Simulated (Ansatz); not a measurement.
Crystal: Yb.

```
Yb
1.0
     0.00000    2.74310    2.74310
     2.74310    0.00000    2.74310
     2.74310    2.74310    0.00000
Yb
1
Direct
  0.00000 0.00000 0.00000
```

Base run:

```yaml
Program: Ansatz 0.2.0
Functional: PBEsol
Potentials_or_basis: all-electron LAPW, scalar-relativistic
Cutoff: 171 eV
Density_cutoff: 684 eV
Basis_error_allowed: 0.001 eV/atom
k_mesh: 8 × 8 × 8
Occupations: fermi-dirac, width 0.05 eV
Spin: collinear spin, ferromagnetic start
Starting_moments: "[1.0] μB"
```

Its results: pressure -3.3 GPa; net moment 0.00 μB per cell.

The run is repeated on the same cell with these changes: functional from PBEsol to PBE. What comes out?

Pressure -2.1 GPa; net moment 0.00 μB per cell.

PBE binds less tightly than PBEsol, so the same cell stands under more pressure.

Caveats: an open f shell can end in a state above the lowest.

Not every run made on this cell is shown here.
